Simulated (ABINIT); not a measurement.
SnSe2:

```
CELL_PARAMETERS angstrom
3.81100 0.00000 0.00000
-1.90550 3.30042 0.00000
0.00000 0.00000 6.13600
ATOMIC_POSITIONS crystal
Sn 0.00000 0.00000 0.00000
Se 0.66667 0.33333 0.75100
Se 0.33333 0.66667 0.24900
```

Base run:

| Item | Value |
| --- | --- |
| Program | ABINIT 10.8.3 (patched build) |
| Functional | LDA |
| Potentials or basis | PseudoDojo NC SR LDA v0.4.1 standard |
| Cutoff | 1061 eV |
| k mesh | 6 × 6 × 4 |
| Occupations | fermi-dirac, width 0.05 eV |
| Spin | no spin polarisation |

Its results: band gap on the k mesh 0.66 eV, indirect (least direct gap 0.84 eV); pressure 0.6 GPa; largest force 0.486 eV/Å.

Q: The run is repeated on the same cell with these changes: functional from LDA to PBEsol; potentials or basis from PseudoDojo NC SR LDA v0.4.1 standard to PseudoDojo NC SR PBEsol v0.4.1 standard. What comes out?

A: Band gap on the k mesh 0.72 eV, indirect (least direct gap 0.97 eV); pressure 2.4 GPa; largest force 0.621 eV/Å.

Caveats: spin-orbit coupling is left out, which moves the levels of the heavy elements; this functional lacks dispersion, which binds the layers, so the pressure and a relaxed spacing across them are unreliable (some runs).

A k mesh can miss the band edges.
